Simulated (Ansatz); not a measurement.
System: CdTe (F-43m).

```xyz
2
Lattice="0.0000 3.2400 3.2400 3.2400 0.0000 3.2400 3.2400 3.2400 0.0000" Properties=species:S:1:pos:R:3 pbc="T T T"
Cd    0.0000    0.0000    0.0000
Te    1.6200    1.6200    1.6200
```

The cell and positions come from the Crystallography Open Database and are kept as given unless a step says otherwise. Spin-orbit coupling is left out unless a run names it.

Gaps computed with Ansatz 0.2.0 without a self-energy: PBE 0.77 eV, PBE+SOC 0.50 eV, HSE06 1.65 eV and HSE06+SOC 1.35 eV.

**Question.** Estimate the G0W0@PBE gap with 6×6×6 mesh, 1831 empty bands, screening to 520 eV, hard PAW files.

About 1.54 eV: on its mesh the run moves the gap from 0.77 eV by +0.77 eV. Among the scalar-relativistic levels given, HSE06 is nearest (+0.11 eV). Spin-orbit coupling is not in that value; its −0.27 eV at the PBE level would bring it to about 1.27 eV. Bands and cutoff are finite, so the gap is not at the basis limit. The miss can reach some tenths of an eV and take either sign; the mesh is an error of its own. The many-body steps are scalar-relativistic: spin-orbit coupling is not in them.

[Paths, hosts, dates, memory and timing lines, banners, echoed tables and standing remarks are left out of the program output.]

[Logs are printed without paths, hosts, clocks, repeated set-up lines and the standing remarks that a program may print on its own settings, such as how far it seeks lower states.]

[Runs of the session that timed out or met a known fault of the program may be left out.]

[Cells called generated may have been cut or substituted from an entry of the Crystallography Open Database or the Materials Project.]

[Hosts, paths, dates, database ids (printed as entryN), source tags and the programs' standing remarks are cut or masked in the printed files.]
